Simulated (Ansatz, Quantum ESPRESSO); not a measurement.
This is a calculation of BN for Ansatz 0.2.0. Measurements of this composition are mostly on another form, of space group No. 194.

input.yaml

```yaml
crystal:
  lattice:
    - [2.5539396017, 0.0, 0.0]
    - [-1.2769698009, 2.2117765748, 0.0]
    - [0.0, 0.0, 4.226855]
  atoms:
    - { symbol: "N", position: [0.3333333333, 0.6666666667, 0.125276] }
    - { symbol: "N", position: [0.6666666667, 0.3333333333, 0.625276] }
    - { symbol: B, position: [0.3333333333, 0.6666666667, 0.499724] }
    - { symbol: B, position: [0.6666666667, 0.3333333333, 0.999724] }
hamiltonian:
  xc: pbe
  pseudopotentials: { kind: paw, azcp: { folder: soft_1 } }
kpoints:
  mp_grid: { grid: [12, 12, 6] }
scf:
  occupations: { method: fermi_dirac, width: 0.05 }
output:
  forces: true
  stress: true
  eigenvalues: true
```

Potentials or basis: Ansatz PAW soft_1.

Run with:

```console
$ ansatz run input.yaml --threads 1 --pin off --max-ram 3584MiB --backend cpu --events-out ev --progress --plain --runs-dir out
```

Translate it to Quantum ESPRESSO 7.5. Potentials or basis there: SSSP 1.3 efficiency PBE, cutoff 816 eV.

As run (cutoffs and basis follow the program's own potentials, and thresholds, step limits or extra output files can differ):

pw.in

```
&CONTROL
  calculation = 'scf'
  prefix = 'pwscf'
  outdir = './tmp'
  pseudo_dir = './pseudo'
  tprnfor = .true.
  tstress = .true.
  disk_io = 'low'
/
&SYSTEM
  ibrav = 0
  nat = 4
  ntyp = 2
  ecutwfc = 60
  ecutrho = 480
  nbnd = 14
  occupations = 'smearing'
  smearing = 'fd'
  degauss = 0.00367493
/
&ELECTRONS
  conv_thr = 8d-10
  electron_maxstep = 120
  mixing_beta = 0.5
/
ATOMIC_SPECIES
N     14.0070 N.pbe-n-radius_5.UPF
B     10.8100 b_pbe_v1.4.uspp.F.UPF
CELL_PARAMETERS angstrom
   2.5539396017    0.0000000000    0.0000000000
  -1.2769698009    2.2117765748    0.0000000000
   0.0000000000    0.0000000000    4.2268550000
ATOMIC_POSITIONS crystal
N      0.3333333333    0.6666666667    0.1252760000
N      0.6666666667    0.3333333333    0.6252760000
B      0.3333333333    0.6666666667    0.4997240000
B      0.6666666667    0.3333333333    0.9997240000
K_POINTS automatic
12 12 6 0 0 0
```

Contents of pp_density.in:

```
&INPUTPP
  prefix = 'pwscf'
  outdir = './tmp'
  filplot = 'density.dat'
  plot_num = 0
/
&PLOT
  nfile = 1
  filepp(1) = 'density.dat'
  iflag = 3
  output_format = 6
  fileout = 'density.cube'
/
```

Contents of pp_potential.in:

```
&INPUTPP
  prefix = 'pwscf'
  outdir = './tmp'
  filplot = 'potential.dat'
  plot_num = 11
/
&PLOT
  nfile = 1
  filepp(1) = 'potential.dat'
  iflag = 3
  output_format = 6
  fileout = 'potential.cube'
/
```

Potentials or basis: SSSP 1.3 efficiency PBE.

Command:

```console
$ OMP_NUM_THREADS=1 pw.x -in pw.in > pw.out
$ OMP_NUM_THREADS=1 pp.x -in pp_density.in > pp_density.out
$ OMP_NUM_THREADS=1 pp.x -in pp_potential.in > pp_potential.out
```

Both were run:

|  | Ansatz | Quantum ESPRESSO |
| --- | --- | --- |
| Pressure | -0.2 GPa | -1.4 GPa |

Ansatz's pressure holds a Pulay term of +0.61 GPa for its cutoff of 420 eV, which the other run lacks.

Where Ansatz's input types no cutoff or centring, it takes its own default and a Γ-centred mesh.

Pressure is positive in compression.
